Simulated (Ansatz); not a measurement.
# GaN: the cost of one run

Method: DFT PBE, scalar-relativistic, plane waves, PAW, in Ansatz 0.2.0.

The COD entry's cell or inner coordinates are ideal or old and differ from later refinements, so a difference from it is no clean test against experiment.

5 further runs of the same task are left out: 2 that didn't finish, 3 set aside as unsound or not needed.

### 1 The system as given

It takes space group P6_3mc (No. 186, hexagonal). Conventional cell: a = 3.218 Å, b = 3.218 Å, c = 5.243 Å, α = 90.00°, β = 90.00°, γ = 120.00°. Ga (site symmetry 3m) is surrounded by 4 N at 1.97 to 1.98 Å. Around N (site symmetry 3m) lie 4 Ga at 1.97 to 1.98 Å.

Structure file:

```
CELL_PARAMETERS angstrom
3.21843 0.00000 0.00000
-1.60921 2.78724 0.00000
0.00000 0.00000 5.24303
ATOMIC_POSITIONS crystal
Ga 0.33333 0.66667 0.99913
Ga 0.66667 0.33333 0.49913
N 0.33333 0.66667 0.37587
N 0.66667 0.33333 0.87587
```

This cell was relaxed beforehand with the same method: volume 11.76 Å³/atom, gap on the mesh 1.71 eV.

### 2 The reference cell

The reference gives a free energy of -8335.8376 eV, pressure 0.00 GPa, largest force 0.000 eV/Å and gap on the mesh 1.71 eV. It was computed beforehand with the settings of the runs below.

### 3 The scan: moving one atom along a line

Atom 3 (N) is moved by x along the Cartesian unit vector (-0.818, -0.472, 0.329); the cell and all other atoms stay fixed. Forces below are components along that vector, summed over the moved atoms. In a periodic cell its images move with it.

### 4 x = -0.200 Å

input.yaml reads:

```yaml
crystal:
  lattice:
    - [3.2184289164, 0.0, 0.0]
    - [-1.6092144582, 2.7872412019, 0.0]
    - [0.0, 0.0, 5.2430304702]
  atoms:
    - { symbol: Ga, position: [0.3333333333, 0.6666666667, 0.9991316875] }
    - { symbol: Ga, position: [0.6666666667, 0.3333333333, 0.4991316875] }
    - { symbol: "N", position: [0.4011067004, 0.7005533502, 0.3633373516] }
    - { symbol: "N", position: [0.6666666667, 0.3333333333, 0.8758683125] }
basis:
  ecutwfc: 420
kpoints:
  mp_grid: { grid: [12, 12, 6] }
hamiltonian:
  xc: pbe
scf:
  occupations: { method: gaussian, width: 0.05 }
output:
  forces: true
  stress: true
  eigenvalues: true
```

Started as:

```
$ ansatz run input.yaml --threads 1 --pin off --max-ram 2560MiB --backend cpu --events-out ev --progress --plain --runs-dir out
```

**Question.** How long does this run take on 1 thread of Intel Xeon 6975P-C (Granite Rapids), shared host, and how much memory does it need?

About 9.9 s, with a peak of 0.57 GiB.
